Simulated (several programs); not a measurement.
## What each method gives for InAs (zincblende)

InAs (zincblende), relaxed with r2SCAN in Ansatz, was computed with several methods. It is cubic, F-43m (No. 216); a = 6.109 Å in the conventional setting, 28.50 Å³ an atom. In has 4 As at 2.65 Å; As has 4 In at 2.65 Å. No spin polarisation and no zero-point or thermal motion.

```
In As
1.0
     0.00000    3.05459    3.05459
     3.05459    0.00000    3.05459
     3.05459    3.05459    0.00000
In As
1 1
Cartesian
  0.0000 0.0000 0.0000
  1.5273 1.5273 1.5273
```

Gaps and times are for a single point on this cell; volume and bulk modulus come from each method's own relaxation or energy curve at fixed shape. Times are rough, from shared hosts (Arm Neoverse V1), and each method has its own mesh and cell size. PM6 (MOPAC), PM7 (MOPAC), GFN2-xTB (tblite) treat a cluster of cells at its zone centre, which samples few k points: where these miss a band edge, the gap comes out too large for that reason alone. Gaps from k meshes are read at a limited set of points (mesh, symmetry points, PBE's band edges), so each method's own least gap may be somewhat smaller. xTB and the PM methods were fitted mostly to molecules, and can miss a solid's gap by electronvolts. Minimal bases can be far off for gaps. Times of the plane-wave ladder aren't listed, since it ran on unlike processors and cards. d marks a direct gap, i an indirect one (no mark: not told apart), a dash a value that wasn't computed or didn't pass its checks.

| method | kind | gap (eV) | own volume (Å³/atom) | bulk modulus (GPa) | atoms computed | processor time |
| --- | --- | --- | --- | --- | --- | --- |
| PBEsol | semilocal | – | 28.23 | – | 2 | – |
| light PBE (260 eV and a coarse mesh) | light plane-wave | 0 | – | – | 2 | 1 s |
| PBE | semilocal | 0 | 29.63 | 48 | 2 | – |
| LDA | semilocal | 0 | 27.39 | – | 2 | – |
| PBE/single zeta (GPAW) | small basis | 0 | – | – | 2 | 4 s |
| PM6 (MOPAC) | semi-empirical | 4.40 | – | – | cluster | 5.6 s |
| GFN2-xTB (tblite) | tight binding | 0 | – | – | cluster | 6 s |
| PBE/SZV (CP2K) | small basis | 0 | 30.98 | 48 | 2 | 6.7 s |
| PM7 (MOPAC) | semi-empirical | 5.72 | 27.80 | 86 | cluster | 9.4 s |
| r2SCAN | semilocal | 0.08 d | 28.50 | 56 | 2 | – |
| PBE+SOC | semilocal | 0 | – | – | 2 | – |
| PBE/DZVP (CP2K) | small basis | 0 | 30.05 | 48 | 2 | 24 s |
| PBE0 | hybrid | 0.90 d | – | – | 2 | – |
| HSE06+SOC | hybrid | 0.28 d | – | – | 2 | – |
| HSE06 | hybrid | 0.36 d | 28.55 | – | 2 | – |

Against HSE06 (0.36 eV) and with closed or daggered gaps left aside, the nearest gap at the points sampled is that of HSE06+SOC (-0.08 eV) and the farthest that of PM7 (MOPAC) (+5.36 eV). HSE06 is only a yardstick of convenience, and nearness to it can be luck.

Volumes against r2SCAN's: PBEsol -0.9 %, PBE +4.0 %, LDA -3.9 %, PBE/SZV (CP2K) +8.7 %, PM7 (MOPAC) -2.5 %, PBE/DZVP (CP2K) +5.4 %, HSE06 +0.2 %.

Runs without a result: GFN1-xTB (tblite) (single point).

With PBE the bands overlap or touch, or nearly. Semilocal functionals can close a real gap, so this doesn't show a metal; small gaps of other methods may in turn close between the points read or with spin-orbit coupling, and the solid may be a semimetal.

Only the rows marked +SOC include spin-orbit coupling.
